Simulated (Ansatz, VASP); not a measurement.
# GaAs in VASP and in Ansatz

```
Ga As
1.0
     0.00000    2.82665    2.82665
     2.82665    0.00000    2.82665
     2.82665    2.82665    0.00000
Ga As
1 1
Direct
  0.00000 0.00000 0.00000
  0.25000 0.25000 0.25000
```

Alike in both runs: task single point; functional r2SCAN; k mesh 8 × 8 × 8; occupations gaussian, width 0.01 eV; no spin polarisation.

|  | VASP | Ansatz |
| --- | --- | --- |
| version | VASP 6.6.1 | Ansatz 0.2.0 |
| potentials or method | VASP PAW PBE potentials, release 64 (Ga_d, As) | scalar-relativistic, plane waves, PAW |
| plane-wave cutoff (eV) | 520 | 500 |
| valence electrons in the cell | 18 | 28 |

```csv
,VASP,Ansatz,Ansatz less VASP
gap on the k mesh at the Fermi level (eV),1.00,1.02,+0.019
least direct gap on the mesh (eV),1.00,1.02,+0.019
```

The two sets of potentials don't hold the same shells in valence.

 A k mesh can miss the band edges. r2SCAN opens gaps a little over a GGA but as a rule still falls short of measured ones.
